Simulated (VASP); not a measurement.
# KTaO3 (Pm-3m) in VASP: settings compared, part 2 of 3

VASP 6.6.1. Earlier steps stand in the parts before.

### 3 Electric field gradients, PBEsol

Contents of INCAR:

```
SYSTEM = KTaO3
  PREC = Accurate
  ENCUT = 600
  EDIFF = 1E-7
  ISMEAR = -1
  SIGMA = 0.02
  LREAL = .FALSE.
  LASPH = .TRUE.
  NELM = 80
  ALGO = Fast
  ISIF = 2
  LWAVE = .FALSE.
  LCHARG = .FALSE.
  GGA = PS
  LEFG = .TRUE.
```

Contents of KPOINTS:

```
regular mesh
0
G
  6 6 6
  0 0 0
```

Contents of POSCAR:

```
KTaO3                                   
1.0
    3.9883000000      0.0000000000      0.0000000000
    0.0000000000      3.9883000000      0.0000000000
    0.0000000000      0.0000000000      3.9883000000
  K               Ta              O             
     1     1     3
Direct
     0.5000000000000000    0.5000000000000000    0.5000000000000000
     0.0000000000000000    0.0000000000000000    0.0000000000000000
     0.5000000000000000    0.0000000000000000    0.0000000000000000
     0.0000000000000000    0.5000000000000000    0.0000000000000000
     0.0000000000000000    0.0000000000000000    0.5000000000000000
```

Potentials or basis: VASP PAW PBE potentials, release 64 (K_sv, Ta_pv, O).

Started as:

```console
$ cat potpaw_PBE.64/K_sv/POTCAR potpaw_PBE.64/Ta_pv/POTCAR potpaw_PBE.64/O/POTCAR > POTCAR
$ mpirun -np 1 vasp_std > vasp.out
```

OUTCAR:

```text
SYSTEM = KTaO3
   PREC = Accurate
   ENCUT = 600
   EDIFF = 1E-7
   ISMEAR = -1
   LREAL = .FALSE.
   LASPH = .TRUE.
   NELM = 80
   ISIF = 2
   GGA = PS

 ion  position               nearest neighbor table
   1  0.500  0.500  0.500-   3 2.82   4 2.82   5 2.82   3 2.82   4 2.82   3 2.82   5 2.82   3 2.82
                             4 2.82   5 2.82   4 2.82   5 2.82   2 3.45   2 3.45   2 3.45   2 3.45
   2  0.000  0.000  0.000-   3 1.99   4 1.99   5 1.99   5 1.99   4 1.99   3 1.99   1 3.45   1 3.45
                             1 3.45   1 3.45   1 3.45   1 3.45   1 3.45   1 3.45
   3  0.500  0.000  0.000-   2 1.99   2 1.99   1 2.82   1 2.82   1 2.82   1 2.82
   4  0.000  0.500  0.000-   2 1.99   2 1.99   1 2.82   1 2.82   1 2.82   1 2.82
   5  0.000  0.000  0.500-   2 1.99   2 1.99   1 2.82   1 2.82   1 2.82   1 2.82

  LATTYP: Found a simple cubic cell.
 ALAT       =     3.9883000000

  Lattice vectors:

 A1 = (   3.9883000000,   0.0000000000,   0.0000000000)
 A2 = (   0.0000000000,   3.9883000000,   0.0000000000)
 A3 = (   0.0000000000,   0.0000000000,   3.9883000000)

Analysis of symmetry for initial positions (statically):
=====================================================================
 Subroutine PRICEL returns:
 Original cell was already a primitive cell.

 Routine SETGRP: Setting up the symmetry group for a
 simple cubic supercell.

 Subroutine GETGRP returns: Found 48 space group operations
 (whereof 48 operations were pure point group operations)
 out of a pool of 48 trial point group operations.

The static configuration has the point symmetry O_h .

Analysis of symmetry for dynamics (positions and initial velocities):
=====================================================================
 Subroutine PRICEL returns:
 Original cell was already a primitive cell.
[... 692 lines left out ...]
  Total        0.0518798      0.0518798      0.0518798      0.0000000      0.0000000      0.0000000
  in kB        1.3102234      1.3102234      1.3102234      0.0000000      0.0000000      0.0000000
  external PRESSURE =       1.3102234 kB  Pullay stress =       0.0000000 kB

 VOLUME and BASIS-vectors are now :
 -----------------------------------------------------------------------------
  energy-cutoff  :      600.00
  volume of cell :       63.44
      direct lattice vectors                 reciprocal lattice vectors
     3.988300000  0.000000000  0.000000000     0.250733395  0.000000000  0.000000000
     0.000000000  3.988300000  0.000000000     0.000000000  0.250733395  0.000000000
     0.000000000  0.000000000  3.988300000     0.000000000  0.000000000  0.250733395

 POSITION                                       TOTAL-FORCE (eV/Angst)
 -----------------------------------------------------------------------------------
      1.99415      1.99415      1.99415         0.000000      0.000000      0.000000
      0.00000      0.00000      0.00000         0.000000      0.000000      0.000000
      1.99415      0.00000      0.00000         0.000000      0.000000      0.000000
      0.00000      1.99415      0.00000         0.000000      0.000000      0.000000
      0.00000      0.00000      1.99415         0.000000      0.000000      0.000000
 -----------------------------------------------------------------------------------
    total drift:                                0.000000      0.000000     -0.000000

  FREE ENERGIE OF THE ION-ELECTRON SYSTEM (eV)
  ---------------------------------------------------
  free  energy   TOTEN  =       -42.9272573664 eV

  energy  without entropy=      -42.9272573663  energy(sigma->0) =      -42.92725737

 Electric field gradients (V/A^2)
---------------------------------------------------------------------
 ion       V_xx      V_yy      V_zz      V_xy      V_xz      V_yz
---------------------------------------------------------------------
   1      -0.000     0.000     0.000    -0.000    -0.000    -0.000
   2       0.000     0.000    -0.000     0.000     0.000    -0.000
   3      18.099    -9.050    -9.050     0.000     0.000     0.000
   4      -9.050    18.099    -9.050     0.000     0.000    -0.000
   5      -9.050    -9.050    18.099    -0.000     0.000     0.000
---------------------------------------------------------------------

 Electric field gradients after diagonalization (V/A^2)
 (convention: |V_zz| > |V_xx| > |V_yy|)
----------------------------------------------------------------------
 ion       V_xx      V_yy      V_zz     asymmetry (V_yy - V_xx)/ V_zz
----------------------------------------------------------------------
   1       0.000    -0.000     0.000      -0.450
   2       0.000    -0.000     0.000      -0.874
   3      -9.050    -9.050    18.099       0.000
   4      -9.050    -9.050    18.099       0.000
   5      -9.050    -9.050    18.099       0.000
----------------------------------------------------------------------

           NMR quadrupolar parameters

 Cq : quadrupolar parameter    Cq=e*Q*V_zz/h
 eta: asymmetry parameters     (V_yy - V_xx)/ V_zz
 Q  : nuclear electric quadrupole moment in mb (millibarn)
----------------------------------------------------------------------
 ion       Cq(MHz)       eta       Q (mb)
----------------------------------------------------------------------
   1       0.000      -0.450       1.000
   2       0.000      -0.874       1.000
   3       0.044       0.000       1.000
   4       0.044       0.000       1.000
   5       0.044       0.000       1.000
----------------------------------------------------------------------
```

OSZICAR:

```text
N       E                     dE             d eps       ncg     rms          rms(c)
DAV:   1     0.361942987824E+03    0.36194E+03   -0.22894E+04   920   0.184E+03
DAV:   2    -0.295945893348E+02   -0.39154E+03   -0.38595E+03  1146   0.480E+02
DAV:   3    -0.498053811223E+02   -0.20211E+02   -0.20161E+02  1197   0.107E+02
[... 21 lines left out ...]
RMM:  25    -0.429272567636E+02   -0.27090E-06   -0.22255E-06   734   0.453E-03    0.544E-03
RMM:  26    -0.429272569906E+02   -0.22703E-06   -0.16238E-06   792   0.420E-03    0.380E-03
RMM:  27    -0.429272571735E+02   -0.18292E-06   -0.98374E-07   732   0.371E-03    0.226E-03
RMM:  28    -0.429272572780E+02   -0.10447E-06   -0.58602E-07   646   0.249E-03    0.170E-03
RMM:  29    -0.429272573664E+02   -0.88351E-07   -0.37900E-07   581   0.212E-03
   1 F= -.42927257E+02 E0= -.42927257E+02  d E =-.665936E-11
```

stdout:

```text
POSCAR found type information on POSCAR K TaO
 POSCAR found :  3 types and       5 ions
 scaLAPACK will be used
 -----------------------------------------------------------------------------
|                                                                             |
|                                                                             |
|     You enforced a specific xc type in the INCAR file but a different       |
[... 26 lines left out ...]
 num prob  num prob  num prob  num prob  num prob  num prob  num prob RMM:  28    -0.429272572780E+02   -0.10447E-06   -0.58602E-07   646   0.249E-03    0.170E-03
 num prob  num prob  num prob  num prob  num prob  num prob  num prob RMM:  29    -0.429272573664E+02   -0.88351E-07   -0.37900E-07   581   0.212E-03
ion   1

ion   2

ion   3

ion   4

ion   5
```

Wall time 41 s (1 thread of Intel Xeon Platinum 8488C (Sapphire Rapids), shared host); peak memory 0.19 GiB.

What came out:

```yaml
Free_energy: -42.9273 eV
Pressure: 0.1 GPa
Band_gap_on_the_k_mesh: 2.09 eV, indirect (least direct gap 2.71 eV)
```

Levels at points of the mesh, in eV from the valence-band top:
```tsv
k point	band 15	band 16	band 17	band 18	band 19	band 20	band 21	band 22	band 23
(0.00, 0.00, 0.00)	-1.07	-1.07	-0.62	-0.62	-0.62	2.09	2.09	2.09	6.44
(0.50, 0.00, 0.00)	-2.35	-2.18	-1.55	-0.85	-0.85	2.25	4.98	4.98	8.88
(0.50, 0.50, 0.00)	-2.88	-1.66	-1.45	-1.45	-0.04	5.02	5.02	6.31	7.63
(0.50, 0.50, 0.50)	-3.94	-3.94	0.00	0.00	0.00	6.45	6.45	6.45	8.80
```

Electric field gradients, principal values (V/Å²):
```csv
atom,Vxx,Vyy,Vzz
1 K,0.000,0.000,0.000
2 Ta,0.000,0.000,0.000
3 O,-9.050,-9.050,18.099
4 O,-9.050,-9.050,18.099
5 O,-9.050,-9.050,18.099
```

Caveat: the PAW data sets were made with another functional, which shifts forces and pressure a little; spin-orbit coupling is left out, which moves the levels of the heavy elements.

### 4 Electric field gradients, r2SCAN

Contents of INCAR:

```
SYSTEM = KTaO3
  PREC = Accurate
  ENCUT = 520
  EDIFF = 1E-7
  ISMEAR = -1
  SIGMA = 0.02
  LREAL = .FALSE.
  LASPH = .TRUE.
  NELM = 80
  ALGO = Normal
  ISIF = 2
  LWAVE = .FALSE.
  LCHARG = .FALSE.
  METAGGA = R2SCAN
  LMIXTAU = .TRUE.
  LEFG = .TRUE.
```

KPOINTS is that of step 3.

POSCAR is that of step 3.

Potentials or basis: VASP PAW PBE potentials, release 64 (K_sv, Ta_pv, O).

Started as:

```console
$ cat potpaw_PBE.64/K_sv/POTCAR potpaw_PBE.64/Ta_pv/POTCAR potpaw_PBE.64/O/POTCAR > POTCAR
$ mpirun -np 1 vasp_std > vasp.out
```

OUTCAR:

```text
SYSTEM = KTaO3
   PREC = Accurate
   ENCUT = 520
   EDIFF = 1E-7
   ISMEAR = -1
   LREAL = .FALSE.
   LASPH = .TRUE.
   NELM = 80
   ISIF = 2
   METAGGA = R2SCAN

 ion  position               nearest neighbor table
   1  0.500  0.500  0.500-   3 2.82   4 2.82   5 2.82   3 2.82   4 2.82   3 2.82   5 2.82   3 2.82
                             4 2.82   5 2.82   4 2.82   5 2.82   2 3.45   2 3.45   2 3.45   2 3.45
   2  0.000  0.000  0.000-   3 1.99   4 1.99   5 1.99   5 1.99   4 1.99   3 1.99   1 3.45   1 3.45
                             1 3.45   1 3.45   1 3.45   1 3.45   1 3.45   1 3.45
   3  0.500  0.000  0.000-   2 1.99   2 1.99   1 2.82   1 2.82   1 2.82   1 2.82
   4  0.000  0.500  0.000-   2 1.99   2 1.99   1 2.82   1 2.82   1 2.82   1 2.82
   5  0.000  0.000  0.500-   2 1.99   2 1.99   1 2.82   1 2.82   1 2.82   1 2.82

  LATTYP: Found a simple cubic cell.
 ALAT       =     3.9883000000

  Lattice vectors:

 A1 = (   3.9883000000,   0.0000000000,   0.0000000000)
 A2 = (   0.0000000000,   3.9883000000,   0.0000000000)
 A3 = (   0.0000000000,   0.0000000000,   3.9883000000)

Analysis of symmetry for initial positions (statically):
=====================================================================
 Subroutine PRICEL returns:
 Original cell was already a primitive cell.

 Routine SETGRP: Setting up the symmetry group for a
 simple cubic supercell.

 Subroutine GETGRP returns: Found 48 space group operations
 (whereof 48 operations were pure point group operations)
 out of a pool of 48 trial point group operations.

The static configuration has the point symmetry O_h .

Analysis of symmetry for dynamics (positions and initial velocities):
=====================================================================
 Subroutine PRICEL returns:
 Original cell was already a primitive cell.

 Routine SETGRP: Setting up the symmetry group for a
 simple cubic supercell.

 Subroutine GETGRP returns: Found 48 space group operations
 (whereof 48 operations were pure point group operations)
 out of a pool of 48 trial point group operations.

The dynamic configuration has the point symmetry O_h .

 Subroutine INISYM returns: Found 48 space group operations
 (whereof 48 operations are pure point group operations),
 and found     1 'primitive' translations

----------------------------------------------------------------------------------------

                                     Primitive cell

  volume of cell :      63.4400

  direct lattice vectors                    reciprocal lattice vectors
     3.988300000  0.000000000  0.000000000     0.250733395  0.000000000  0.000000000
     0.000000000  3.988300000  0.000000000     0.000000000  0.250733395  0.000000000
     0.000000000  0.000000000  3.988300000     0.000000000  0.000000000  0.250733395

  length of vectors
     3.988300000  3.988300000  3.988300000     0.250733395  0.250733395  0.250733395

  position of ions in fractional coordinates (direct lattice)
     0.500000000  0.500000000  0.500000000
     0.000000000  0.000000000  0.000000000
     0.500000000  0.000000000  0.000000000
     0.000000000  0.500000000  0.000000000
     0.000000000  0.000000000  0.500000000
[... 97 lines left out ...]
  Fermi-wavevector in a.u.,A,eV,Ry     =   1.380008  2.607837 25.911228  1.904422
  Thomas-Fermi vector in A             =   2.504925
   LORBIT       =      0    0 simple, 1 ext, 2 COOP (PROOUT), +10 PAW based schemes
   METAGGA = R2SCAN    functional components
   LHFCALC =     F    Hartree Fock is set to
   AEXX    =    0.0000 exact exchange contribution
   IVDW    =     0    specifies the selected vdW correction
   LEPSILON=     F    determine dielectric tensor
   LRPA    =     F    only Hartree local field effects (RPA)
 non-spin polarized calculation
  energy-cutoff  :      520.00
  volume of cell :       63.44
 maximum number of plane-waves:      1743
 NGX is ok and might be reduce to    30
   NGX = 15   NGY = 15   NGZ = 15

 number of electron      37.9999976 magnetization

 Free energy of the ion-electron system (eV)
  ---------------------------------------------------
  ext. energy  EPLUGINS =         0.00000000
  ---------------------------------------------------
  free energy    TOTEN  =       -87.16186726 eV

  energy without entropy =      -87.16186726  energy(sigma->0) =      -87.16186726

 E-fermi :   1.8850     XC(G=0): -11.5575

 val. band max:        1.4197306230   @ k =   0.5000   0.5000   0.5000
 cond. band min:       4.0181085766   @ k =   0.0000   0.0000   0.0000
 fundamental gap:      2.5983779536
 Fermi energy:         1.8849999006

 k-point     1 :       0.0000    0.0000    0.0000
  band No.  band energies     occupation
      1     -33.8594      2.00000
      2     -33.8594      2.00000
      3     -33.8594      2.00000
      4     -27.0298      2.00000
      5     -17.1323      2.00000
      6     -16.4638      2.00000
[... 509 lines left out ...]
     22       8.3388      0.00000
     23      11.0868      0.00000

------------------------ aborting loop because EDIFF is reached ----------------------------------------

  FORCE on cell =-STRESS in cart. coord.  units (eV):
  Direction    XX          YY          ZZ          XY          YZ          ZX
  --------------------------------------------------------------------------------------
  -------------------------------------------------------------------------------------
  Total        0.4810205      0.4810205      0.4810205     -0.0000000     -0.0000000     -0.0000000
  in kB       12.1481657     12.1481657     12.1481657     -0.0000000     -0.0000000     -0.0000000
  external PRESSURE =      12.1481657 kB  Pullay stress =       0.0000000 kB

 VOLUME and BASIS-vectors are now :
 -----------------------------------------------------------------------------
  energy-cutoff  :      520.00
  volume of cell :       63.44
      direct lattice vectors                 reciprocal lattice vectors
     3.988300000  0.000000000  0.000000000     0.250733395  0.000000000  0.000000000
     0.000000000  3.988300000  0.000000000     0.000000000  0.250733395  0.000000000
     0.000000000  0.000000000  3.988300000     0.000000000  0.000000000  0.250733395

 POSITION                                       TOTAL-FORCE (eV/Angst)
 -----------------------------------------------------------------------------------
      1.99415      1.99415      1.99415         0.000000      0.000000      0.000000
      0.00000      0.00000      0.00000         0.000000      0.000000      0.000000
      1.99415      0.00000      0.00000         0.000000      0.000000      0.000000
      0.00000      1.99415      0.00000         0.000000      0.000000      0.000000
      0.00000      0.00000      1.99415         0.000000      0.000000      0.000000
 -----------------------------------------------------------------------------------
    total drift:                                0.000000     -0.000000      0.000000

  FREE ENERGIE OF THE ION-ELECTRON SYSTEM (eV)
  ---------------------------------------------------
  free  energy   TOTEN  =       -87.1618672561 eV

  energy  without entropy=      -87.1618672561  energy(sigma->0) =      -87.16186726

 Electric field gradients (V/A^2)
---------------------------------------------------------------------
 ion       V_xx      V_yy      V_zz      V_xy      V_xz      V_yz
---------------------------------------------------------------------
   1       0.000     0.000    -0.000    -0.000    -0.000    -0.000
   2       0.000     0.000    -0.000     0.000     0.000    -0.000
   3      23.395   -11.697   -11.697    -0.000     0.000     0.000
   4     -11.697    23.395   -11.697    -0.000     0.000    -0.000
   5     -11.697   -11.697    23.395     0.000     0.000    -0.000
---------------------------------------------------------------------

 Electric field gradients after diagonalization (V/A^2)
 (convention: |V_zz| > |V_xx| > |V_yy|)
----------------------------------------------------------------------
 ion       V_xx      V_yy      V_zz     asymmetry (V_yy - V_xx)/ V_zz
----------------------------------------------------------------------
   1       0.000     0.000    -0.000       0.076
   2       0.000    -0.000     0.000      -0.597
   3     -11.697   -11.697    23.395       0.000
   4     -11.697   -11.697    23.395       0.000
   5     -11.697   -11.697    23.395       0.000
----------------------------------------------------------------------

           NMR quadrupolar parameters

 Cq : quadrupolar parameter    Cq=e*Q*V_zz/h
 eta: asymmetry parameters     (V_yy - V_xx)/ V_zz
 Q  : nuclear electric quadrupole moment in mb (millibarn)
----------------------------------------------------------------------
 ion       Cq(MHz)       eta       Q (mb)
----------------------------------------------------------------------
   1      -0.000       0.076       1.000
   2       0.000      -0.597       1.000
   3       0.057       0.000       1.000
   4       0.057       0.000       1.000
   5       0.057       0.000       1.000
----------------------------------------------------------------------
```

Run time: 1.9 min. Hardware: 1 thread of Intel Xeon Platinum 8488C (Sapphire Rapids), shared host; peak memory 0.18 GiB.

Results:

```yaml
Free_energy: -87.1619 eV
Pressure: 1.2 GPa
Band_gap_on_the_k_mesh: 2.60 eV, indirect (least direct gap 3.25 eV)
```

Electric field gradients, principal values (V/Å²):
| atom | Vxx | Vyy | Vzz |
| --- | --- | --- | --- |
| 1 K | 0.000 | 0.000 | 0.000 |
| 2 Ta | 0.000 | 0.000 | 0.000 |
| 3 O | -11.697 | -11.697 | 23.395 |
| 4 O | -11.697 | -11.697 | 23.395 |
| 5 O | -11.697 | -11.697 | 23.395 |

Caveat: the PAW data sets were made with another functional, which shifts forces and pressure a little; spin-orbit coupling is left out, which moves the levels of the heavy elements. A k mesh can miss the band edges.

(Continued in part 3 of 3.)
